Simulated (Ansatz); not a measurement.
CuAu3 in Ansatz: the effect of functional

CuAu3:

```
Au Cu
1.0
     4.00636    0.00000    0.00000
     0.00000    4.00636    0.00000
     0.00000    0.00000    4.00636
Au Cu
3 1
Direct
  0.50000 0.50000 0.00000
  0.50000 0.00000 0.50000
  0.00000 0.50000 0.50000
  0.00000 0.00000 0.00000
```

The cell isn't the ideal one: volume scaled by 1.02.

Alike in all runs:

```yaml
Program: Ansatz 0.2.0
Task: single point
Potentials_or_basis: Ansatz PAW
k_mesh: 7 × 7 × 7
Occupations: fermi-dirac, width 0.05 eV
Spin: no spin polarisation
```

```csv
functional,cutoff,pressure (GPa)
LDA,420 eV (not typed: the program's choice for these potentials),-8.9
PBEsol,420 eV (not typed: the program's choice for these potentials),-4.2
r2SCAN,500 eV (not typed: the program's choice for these potentials),?
```

Task: What does the run with functional r2SCAN give?

Result: Pressure 0.1 GPa.

Caveats: the PAW data sets come from PBE, with cores solved anew for the run's functional, which leaves a small shift of forces and pressure.

Runs at the PBE level aren't shown here.
